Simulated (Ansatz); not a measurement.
## Ir and the effect of the functional

Symmetry: Fm-3m, No. 225, cubic system. Conventional cell: a = 3.831 Å, b = 3.831 Å, c = 3.831 Å, α = 90.00°, β = 90.00°, γ = 90.00°. Ir (site symmetry m-3m) is surrounded by 12 Ir at 2.71 Å.

Kept alike: task band structure; k mesh 12 × 12 × 12; occupations fermi-dirac, width 0.05 eV; no spin polarisation. Program: Ansatz, all-electron LAPW, scalar-relativistic. The mesh is that of the run's cell of 1 atom. No spin-orbit coupling.

| functional | pressure (GPa) |
| --- | --- |
| LDA | -6.57 |
| PBE | 11.08 |
| PBEsol | -0.72 |

Pressure is positive in compression. For a metal such a mesh leaves the last digits unconverged.

The pressure runs from -6.57 (LDA) to 11.08 GPa (PBE). From PBE: LDA -17.65; PBEsol -11.80. A positive pressure means that the functional's own cell is larger than the one given, a negative one that it is smaller.
